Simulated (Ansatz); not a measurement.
Level of theory: DFT, RPBE, plane waves (420 eV) with PAW, scalar-relativistic (Ansatz 0.2.0). The PAW files were generated under PBE, with cores re-solved for the functional.

An element in the bcc structure gives this curve. The cell is scaled uniformly from the relaxed one, with fractional coordinates and shape fixed. Energies are extrapolated to zero smearing, pressures are those at the given smearing. Magnetic state: spin not included.

| V (Å³/atom) | E − E₀ (meV/atom) | P (GPa) |
| --- | --- | --- |
| 16.330 | 138.3 | 22.65 |
| 17.073 | 56.5 | 13.05 |
| 17.815 | 13.6 | 5.78 |
| 18.557 | 0.1 | 0.28 |
| 19.300 | 8.7 | -3.87 |
| 20.042 | 34.1 | -6.99 |
| 20.784 | 72.0 | -9.30 |

(1) Which element is it?
A. germanium
B. gold
C. selenium
D. aluminium

Results:

(1) B. Its fit is V₀ = 18.61 Å³/atom, B₀ = 117 GPa, B₀′ = 6.1.
